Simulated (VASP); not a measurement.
**Tl: single point with r2SCAN**

Tl:

```
Tl
1.0
    -1.94100    1.94100    1.94100
     1.94100   -1.94100    1.94100
     1.94100    1.94100   -1.94100
Tl
1
Direct
  0.00000 0.00000 0.00000
```

This isn't the form of Tl at room conditions, which is hcp.

| Item | Value |
| --- | --- |
| Program | VASP 6.6.1 |
| Task | single point |
| Functional | r2SCAN |
| Potentials or basis | VASP PAW PBE potentials, release 64 (Tl_d) |
| Cutoff | 520 eV |
| k mesh | 6 × 6 × 6 |
| Occupations | gaussian, width 0.1 eV |
| Spin | no spin polarisation |
| Dipole correction | no |
| Further INCAR settings | ALGO = Normal; EDIFF = 1e-06; NBANDS = 12 |

| Quantity | Value |
| --- | --- |
| Pressure | 1.0 GPa |
| Band gap on the k mesh | none (metal or under the smearing width) |

Levels at points of the mesh, in eV from the Fermi level:
```tsv
k point	band 4	band 5	band 6	band 7	band 8	band 9
(0.00, 0.00, 0.00)	-11.63	-11.63	-10.13	11.06	11.06	11.06
(0.50, 0.00, 0.00)	-11.63	-11.35	-5.13	-2.53	6.06	7.58
(0.50, 0.50, 0.50)	-11.42	-11.42	-1.69	1.65	1.65	1.65
```

Run time: 25 s on 1 thread of Intel(R) Xeon(R) Platinum 8488C (Sapphire Rapids), on a shared host, peak memory 0.16 GiB.

Caveat: the k mesh is coarse (spacing up to 0.38 Å⁻¹), so the values aren't converged; the PAW data sets were made with another functional, which shifts forces and pressure a little. Spin-orbit coupling is left out, which matters for the levels of Tl.
